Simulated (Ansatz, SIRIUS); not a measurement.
PbO2: programs and potentials compared

```
Pb O
1.0
     4.99496    0.00000    0.00000
     0.00000    4.99496    0.00000
     0.00000    0.00000    3.40900
Pb O
2 4
Direct
  0.50275 0.50156 0.51760
  0.99893 0.00657 0.00787
  0.69511 0.70376 0.99526
  0.80417 0.19329 0.49591
  0.18807 0.81706 0.50322
  0.30055 0.30407 0.01422
```

The cell is a database's computed one, not the measured one.

Atoms were shifted at random by some hundredths of an Å from the given cell, which wasn't relaxed again for these runs.

Alike in all runs: task single point; functional PBEsol; k mesh 6 × 6 × 8; occupations fermi-dirac, width 0.05 eV; no spin polarisation; no spin-orbit coupling. Pressure is positive in compression and, in plane waves, holds the error of the finite cutoff, which Ansatz's Pulay term estimates and takes out.

| program and potentials | plane-wave cutoff (eV) | notes | band gap (eV) | pressure (GPa) | largest force (eV/Å) |
| --- | --- | --- | --- | --- | --- |
| Ansatz, Ansatz PAW | 420 | potentials made for PBE, which Ansatz adapts in part | ? | ? | ? |
| Ansatz, all-electron LAPW, scalar-relativistic | - | - | 0.06 | 0.55 | 1.019 |
| SIRIUS, PseudoDojo 0.4.1 PBEsol standard (scalar relativistic) | 1152 | - | 0.05 | 1.60 | 1.043 |

**Question.** Estimate from the other rows what the run with Ansatz, Ansatz PAW gave.

**Answer.** Band gap 0.06 eV; pressure 0.53 GPa; largest force 1.018 eV/Å. Its pressure holds a Pulay term of +0.62 GPa. The other rows, which needn't bracket it: band gap 0.05 to 0.06; pressure 0.55 to 1.60; largest force 1.019 to 1.043.
